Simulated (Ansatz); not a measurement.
# Si: the cost of one run

Method: DFT PBE, scalar-relativistic, plane waves, PAW, in Ansatz 0.2.0.

**1. The starting structure**

It takes space group R32 (No. 155, trigonal). Conventional cell: a = 7.387 Å, b = 7.387 Å, c = 8.799 Å, α = 90.00°, β = 90.00°, γ = 120.00°. Si (site symmetry 1) has 3 Si at 2.12 to 2.14 Å as nearest neighbours. Around Si (site symmetry 2) lie 4 Si at 2.12 to 2.14 Å.

Coordinates:

```xyz
9
Lattice="3.6934 2.1324 2.9329 -3.6934 2.1324 2.9329 0.0000 -4.2648 2.9329" Properties=species:S:1:pos:R:3 pbc="T T T"
Si   -0.2540    1.6949    5.7471
Si   -1.3408   -1.0674    5.7471
Si    1.5948   -0.6275    5.7471
Si    1.5948    0.6275    3.0516
Si   -0.2540   -1.6949    3.0516
Si   -1.3408    1.0674    3.0516
Si   -2.6145    0.0000    4.3993
Si    1.3073   -2.2642    4.3993
Si    1.3073    2.2642    4.3993
```

Recipe of the guess: 3-, 4-connected net of one element (R32, No. 155). Its size is a rough estimate.

**2. The guess as it stands, on a coarse mesh**

input.yaml

```yaml
crystal:
  lattice:
    - [3.69339328, 2.13238161, 2.93289461]
    - [-3.69339328, 2.13238161, 2.93289461]
    - [0.0, -4.26476321, 2.93289461]
  atoms:
    - { symbol: Si, position: [0.75126141, 0.82003198, 0.38823867] }
    - { symbol: Si, position: [0.38823867, 0.75126141, 0.82003198] }
    - { symbol: Si, position: [0.82003198, 0.38823867, 0.75126141] }
    - { symbol: Si, position: [0.61176133, 0.17996802, 0.24873859] }
    - { symbol: Si, position: [0.17996802, 0.24873859, 0.61176133] }
    - { symbol: Si, position: [0.24873859, 0.61176133, 0.17996802] }
    - { symbol: Si, position: [0.14605396, 0.85394604, 0.5] }
    - { symbol: Si, position: [0.5, 0.14605396, 0.85394604] }
    - { symbol: Si, position: [0.85394604, 0.5, 0.14605396] }
basis:
  ecutwfc: 420
kpoints:
  mp_grid: { grid: [3, 3, 3] }
hamiltonian:
  xc: pbe
scf:
  occupations: { method: gaussian, width: 0.1 }
  lower_state_search: "off"
output:
  forces: true
  stress: true
  eigenvalues: true
```

The run is started by

```sh
$ ansatz run input.yaml --threads 1 --pin off --max-ram 2560MiB --backend cpu --events-out ev --progress --plain --runs-dir out
```

**Question.** How long does this run take on 1 thread of Arm Neoverse V1, shared host, and how much memory does it need?

About 2.6 s, with a peak of 0.29 GiB.
